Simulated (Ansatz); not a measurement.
**AgCl: the cell at several levels of theory**

Aim: relax AgCl (zincblende) with PBE, r2SCAN, PBEsol, LDA and HSE06 and see how far the functionals disagree on the cell. This is a trial cell built on a prototype, not taken from a measured structure, and it needn't be the compound's ground state.

Program: Ansatz 0.2.0. PAW datasets, plane waves, zero pressure. Simulation only: spin-unpolarised, and no claim that this is the phase found in nature.

### Step 1. Starting point

This is the cell as the run starts from it, not yet at rest; its lengths are not the crystal's.

It is cubic, F-43m (No. 216); a = 5.449 Å in the conventional setting, 20.22 Å³ an atom. Near Ag stand 4 Cl at 2.36 Å; near Cl stand 4 Ag at 2.36 Å.

As a file:

Space group F-43m (No. 216). a = 5.449 Å, b = 5.449 Å, c = 5.449 Å, α = 90.00°, β = 90.00°, γ = 90.00°
| atom | site | symmetry | x | y | z |
| --- | --- | --- | --- | --- | --- |
| Ag | 4a | -43m | 0.0000 | 0.0000 | 0.0000 |
| Cl | 4d | -43m | 0.2500 | 0.2500 | 0.7500 |

### Step 2. Relaxing with PBE

Input file input.yaml:

```yaml
crystal:
  lattice:
    - [0.0, 2.7242849802, 2.7242849802]
    - [2.7242849802, 0.0, 2.7242849802]
    - [2.7242849802, 2.7242849802, 0.0]
  atoms:
    - { symbol: Ag, position: [0.0, 0.0, 0.0] }
    - { symbol: Cl, position: [0.25, 0.25, 0.25] }
kpoints:
  mp_grid: { grid: [8, 8, 8] }
hamiltonian:
  xc: pbe
scf:
  occupations: { method: fermi_dirac, width: 0.02 }
relax:
  f_tol: 0.005
  cell: {}
```

Started as:

```bash
ansatz run input.yaml --threads 2 --pin off --max-ram 2211MiB --backend cpu --events-out ev --progress --plain --runs-dir out
```

The runs that follow: r2SCAN: cell and atoms; PBEsol: cell and atoms; Relaxing with LDA; Relaxation with HSE06.

Q: Predict the outcome of this session. Wanted: for each run, a; volume; space group; SCF geometries.

The runs gave:

```
 level  a (Å)  volume (Å³/atom)  space group  SCF geometries
   PBE  6.059            27.801        F-43m               9
r2SCAN  5.987            26.819        F-43m               4
PBEsol  5.887            25.499        F-43m               5
   LDA  5.775            24.072        F-43m               5
 HSE06  6.054            27.741        F-43m               4
```

In words: The first relaxation changed the volume by +37.5 % from the start. The volume runs from LDA (least) to PBE (most), a spread of 15.5 %, or 4.9 % in length if all axes shared it alike. The meshes differ: PBE 8×8×8, r2SCAN 6×6×6, PBEsol 6×6×6, LDA 6×6×6, HSE06 4×4×4.
